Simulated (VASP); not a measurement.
## In: single point with LDA

In:

```
In
1.0
     3.37691    0.00000    0.00000
     0.24723    3.36784    0.00000
    -1.81207   -1.68392    2.29876
In
1
Direct
  0.00000 0.00000 0.00000
```

```yaml
Program: VASP 6.6.1
Task: single point
Functional: LDA
Potentials_or_basis: VASP PAW LDA potentials, release 64 (In_d)
Cutoff: 520 eV
k_mesh: 11 × 11 × 11
Occupations: gaussian, width 0.05 eV
Spin: no spin polarisation
Further_INCAR_settings: ALGO = Normal; EDIFF = 1.00e-06; NBANDS = 12
```

* Pressure: -2.6 GPa
* Band gap on the k mesh: none (metal or under the smearing width)

Stress tensor (GPa, compression positive):
```
-2.64 -0.17  0.00
-0.17 -2.61  0.00
 0.00  0.00 -2.46
```

Levels at points of the mesh, in eV from the Fermi level:
```tsv
k point	band 3	band 4	band 5	band 6	band 7	band 8	band 9	band 10
(0.00, 0.00, 0.00)	-14.55	-14.47	-14.36	-9.60	10.39	10.39	10.55	11.65
```

Run time: 25 s on 1 thread of Intel(R) Xeon(R) 6975P-C (Granite Rapids), on a shared host, peak memory 0.15 GiB.
